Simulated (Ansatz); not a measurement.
Input of an Ansatz 0.2.0 run:

The input input.yaml:

```yaml
crystal:
  lattice:
    - [0.0, 2.0859016414, 2.0859016414]
    - [2.0859016414, 0.0, 2.0859016414]
    - [2.0859016414, 2.0859016414, 0.0]
  atoms:
    - { symbol: Ni, position: [0.0, 0.0, 0.0], spin: 1.0 }
    - { symbol: O, position: [0.5, 0.5, 0.5] }
hamiltonian:
  xc: pbe
  pseudopotentials: { kind: paw }
magnetization:
  spin_polarized: true
kpoints:
  mp_grid: { grid: [11, 11, 11] }
scf:
  occupations: { method: gaussian, width: 0.021 }
output:
  forces: true
  stress: true
  eigenvalues: true
```

Potentials or basis: Ansatz PAW.

The run is started by

```bash
$ ansatz run input.yaml --threads 2 --pin off --max-ram 5632MiB --backend cpu --events-out ev --progress --plain --runs-dir out
```

(1) Estimate the site moments.

(2) Estimate the pressure.

(3) Predict the band gap on the k mesh.

Results:

(1) Ni +1.44; O +0.29 μB.

(2) 6.3 GPa.

(3) none (metal or under the smearing width).

Caveat: the pressure holds a Pulay correction of +0.7 GPa for the finite cutoff; a cell with one magnetic atom can't hold antiferromagnetic order, which such compounds often take; semilocal functionals often make such compounds metallic where correlation or magnetic order opens a gap, which also shifts bond lengths.

The gap isn't set beside the measured one, since this odd mesh misses points on the zone boundary.
